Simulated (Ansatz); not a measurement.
Input and output of a single-point calculation on zincblende GaP (Ansatz, HSE06). The cell was relaxed with r2SCAN and then strained (epitaxial -2.0 % in the xy plane, free normal strain +1.70 %), with the atoms relaxed again with r2SCAN; k points keep the names of the unstrained zone.

input.yaml:
```yaml
crystal:
  lattice:
    - [0.0, 2.6708913017, 2.7717586778]
    - [2.6708913017, 0.0, 2.7717586778]
    - [2.6708913017, 2.6708913017, 0.0]
  atoms:
    - { symbol: Ga, position: [0.0, 0.0, 0.0] }
    - { symbol: P, position: [0.25, 0.25, 0.25] }
kpoints:
  mp_grid: { grid: [6, 6, 6] }
  band_path:
    path:
      - [0.0, 0.0, 0.0]
      - [-0.5, -0.5, 0.0]
      - [-0.375, -0.375, 0.25]
      - [-0.375, 0.0, 0.375]
      - [0.0, 0.0, 0.5]
      - [-0.5, -0.25, 0.25]
      - [0.0, 0.424479, 0.424479]
    npoints: 1
hamiltonian:
  xc: hse06
scf:
  occupations: { method: fixed }
  n_extra_bands: 4
output:
  forces: true
  stress: true
  eigenvalues: true
  write_density: true
  write_potential: true
  elf: true
  volumetric_format: npy
```

Task: It took 18 s on 1 × NVIDIA H100 80GB HBM3 with 2 threads of AMD EPYC 7R13 Processor (Zen 3), with other jobs on the host, load about 1.9 per core. What peak of host memory did it reach?

Result: About 1.9 GiB.

The log, with set-up remarks and timings taken out:
```
scf.n_extra_bands = 4 over 9 filled bands (N_el = 18.0): the run solves 13 bands
Pseudopotential: Ga, paw, valence charge 13, recommended cutoff 420 eV (normal)
Pseudopotential: P, paw, valence charge 5, recommended cutoff 420 eV (normal)
Functional definition: HSE06
Crystal: 2 atoms, lattice volume = 39.546 Å³
Basis set: ecut = 420 eV, 781 PW (Γ)
Symmetry: 8 space group operations
Space group: I-4m2 (ITA 119)
k-points: 30 of 216 (time reversal used)
[warm-up without exact exchange]
SCF iter   1: HF=-4539.502499 eV  Δρ=1.28e-3  dr2=1.06e-3
SCF iter   2: HF=-4539.502582 eV  Δρ=4.81e-4  dr2=9.28e-5
SCF 1 stopped early in 2 iterations: F = -4539.502575 eV  dr2 = 9.28e-5
[exact exchange on]
Exchange kernel: α = 0.2500, screened, ω = 0.2079 Å⁻¹, Wigner–Seitz truncation, v(0) = 1046.3690 eV·Å³, q-mesh 6×6×6
SCF iter   1: HF=-4540.585685 eV  Δρ=1.29e-2  dr2=2.63e-2
preconditioner: auto → none  [insulator: Δε(μ)=2.051 eV  ℏωp=25.1 eV]
SCF iter   2: HF=-4540.572515 eV  Δρ=2.53e-3  dr2=2.33e-3
SCF iter   3: HF=-4540.578995 eV  Δρ=3.21e-3  dr2=1.46e-3
SCF iter   4: HF=-4540.578831 eV  Δρ=1.21e-3  dr2=2.75e-4
SCF iter   5: HF=-4540.578841 eV  Δρ=7.73e-5  dr2=1.34e-5
SCF iter   6: HF=-4540.579021 eV  Δρ=1.51e-4  dr2=4.17e-6
SCF iter   7: HF=-4540.579015 eV  Δρ=1.79e-5  dr2=1.26e-7
SCF 2 stopped early in 7 iterations: F = -4540.579015 eV  dr2 = 1.26e-7
hybrid outer 1: dexx = +7.782e-3 eV, tail = 2.21e-5 eV
SCF iter   1: HF=-4540.578880 eV  Δρ=5.19e-5  dr2=1.56e-6
SCF iter   2: HF=-4540.578880 eV  Δρ=1.55e-5  dr2=1.07e-7
SCF iter   3: HF=-4540.578881 eV  Δρ=1.17e-5  dr2=5.83e-8
SCF iter   4: HF=-4540.578881 eV  Δρ=1.15e-6  dr2=2.42e-9
SCF 3 converged in 4 iterations: F = -4540.578881 eV  dr2 = 2.42e-9
hybrid outer 2: dexx = +5.658e-7 eV, tail = 2.58e-8 eV, Δε = 2.69e-3 eV
hybrid SCF converged: 2 outer / 11 inner (+2 warm-up)
Free energy (F): -4540.578881 eV
Fermi energy:    7.028907 eV
--- Stress (GPa, compression-positive) ---
        4.010219       0.000000       0.000000
        0.000000       4.010219       0.000000
        0.000000       0.000000       0.785941
  P = ⅓ Tr σ = 2.9355 GPa (29.355 kbar)
--- Band table (eV; the first three rows and the last of 30) ---
  k-point 0: bands = […, -10.0875, -10.0814, -7.0167, 6.7902, 7.0289, 7.0289, 9.9495, 11.6995, 11.6995, 11.7756]
  k-point 1: bands = […, -10.0882, -10.0807, -6.6243, 4.4115, 6.4367, 6.6515, 10.3827, 12.3043, 12.3255, 13.0537]
  k-point 2: bands = […, -10.0869, -10.0762, -5.5682, 1.2010, 5.7882, 6.0958, 9.7595, 12.5891, 12.8184, 15.7710]
  k-point 29: bands = […, -10.1106, -10.0699, -3.8224, -0.6816, 4.1273, 4.1273, 9.3777, 9.7446, 19.2041, 19.2041]
```

The rows of the band table are 0: (0, 0, 0) = Γ, 1: (0, 0, 1/6), 2: (0, 0, 1/3), 29: (-1/2, -1/2, 0) = X.

bands.tsv, columns around the gap (it counts bands from 0):
```tsv
# k_distance	band_4	band_5	band_6	band_7	band_8	band_9	band_10	band_11	band_12
# fermi_ev = 7.028907
# [0, 0, 0] at k_distance = 0.000000
# [-0.5, -0.5, 0] at k_distance = 1.133429
# [-0.375, -0.375, 0.25] at k_distance = 1.549291
# [-0.375, 0, 0.375] at k_distance = 2.265282
# [0, 0, 0.5] at k_distance = 2.981273
# [-0.5, -0.25, 0.25] at k_distance = 3.798002
# [0, 0.424479, 0.424479] at k_distance = 5.003464
# levels_relative_to = fermi_ev
0.000	-17.110	-14.046	-0.239	0.000	0.000	2.921	4.671	4.671	4.747
1.133	-17.099	-10.851	-7.711	-2.902	-2.902	2.349	2.716	12.175	12.175
1.549	-17.108	-10.828	-7.401	-4.499	-2.410	3.043	6.012	9.344	9.511
2.265	-17.098	-10.736	-7.218	-4.486	-2.700	2.705	5.553	9.235	9.523
2.981	-17.101	-11.737	-7.460	-1.500	-1.154	2.475	5.411	5.693	9.226
3.798	-17.106	-10.649	-7.301	-4.087	-3.896	5.545	6.119	7.155	7.353
5.003	-17.091	-11.073	-6.905	-3.092	-3.049	2.033	2.679	10.780	11.566
```
In order the rows are Γ, X, U, K, L, W, Γ–X (0.85).

Planar averages along the third cell vector, from rho_z.tsv and v_z.tsv (valence density with its augmentation; electrostatic potential energy of an electron, of which only differences have a meaning):
```tsv
z (Å)	ρ (e/Å³)	v_es (eV)
0.00	1.531	1.49
0.28	1.066	-0.96
0.42	0.743	-2.18
0.70	0.425	-3.43
0.98	0.319	-2.39
1.26	0.263	0.29
1.40	0.244	2.03
1.68	0.206	5.86
1.96	0.161	8.65
2.24	0.126	9.65
2.38	0.117	9.67
2.66	0.118	8.81
2.94	0.163	6.81
3.22	0.343	4.79
3.36	0.576	3.94
3.64	1.336	2.40
```

HSE06 gives an indirect gap of 2.03 eV, from Γ to Γ–X (0.85 of the way from Γ); the least direct gap is 2.92 eV at Γ. The mean pressure at these positions is +2.9 GPa, compression counted positive. The stress of a hybrid is loosely converged here.

Calculated for a static, non-magnetic cell.

The meshes of the hybrids are coarse, so their gaps aren't converged to the digits shown.
